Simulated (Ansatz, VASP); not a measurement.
Two plane-wave programs on SiO

File INCAR:

```
SYSTEM = SiO
PREC = Accurate
ENCUT = 520
EDIFF = 1E-7
ISMEAR = -1
SIGMA = 0.05
LREAL = .False.
LASPH = .True.
NELM = 80
ALGO = Normal
ISIF = 2
LWAVE = .False.
LCHARG = .False.
GGA = PE
NBANDS = 12
```

File KPOINTS:

```
Automatic mesh
0
Gamma
  9 9 9
  0 0 0
```

The input POSCAR:

```
SiO
1.0
    0.0000000000      2.4007489410      2.4007489410
    2.4007489410      0.0000000000      2.4007489410
    2.4007489410      2.4007489410      0.0000000000
Si O
1 1
Direct
    0.7500000000      0.7500000000      0.7500000000
    0.0000000000      0.0000000000      0.0000000000
```

The input input.yaml:

```yaml
crystal:
  lattice:
    - [0.0, 2.400748941, 2.400748941]
    - [2.400748941, 0.0, 2.400748941]
    - [2.400748941, 2.400748941, 0.0]
  atoms:
    - { symbol: Si, position: [0.75, 0.75, 0.75] }
    - { symbol: O, position: [0.0, 0.0, 0.0] }
hamiltonian:
  xc: pbe
  pseudopotentials: { kind: paw }
kpoints:
  mp_grid: { grid: [9, 9, 9] }
scf:
  occupations: { method: fermi_dirac, width: 0.05 }
output:
  forces: true
  stress: true
  eigenvalues: true
```

Change from the starting cell: volume scaled by 0.96.

Alike in both runs: task single point; functional PBE; k mesh 9 × 9 × 9; occupations fermi-dirac, width 0.05 eV; no spin polarisation.

|  | VASP | Ansatz |
| --- | --- | --- |
| version | VASP 6.6.1 | Ansatz 0.2.0 |
| potentials or method | VASP PAW PBE potentials, release 64 (Si, O) | Ansatz PAW |
| plane-wave cutoff (eV) | 520 | 420 |
| valence electrons in the cell | 10 | 10 |

```csv
,VASP,Ansatz,Ansatz less VASP
gap on the k mesh at the Fermi level (eV),none,none,-
pressure (GPa),2.7,2.7,-0.05
```

A gap of «none» marks a metal or a gap that the smearing closes. The functional is the same, so the differences come from potentials, cutoffs and numerics.

Caveats: the pressure holds a Pulay correction of +0.4 GPa for the finite cutoff (Ansatz).
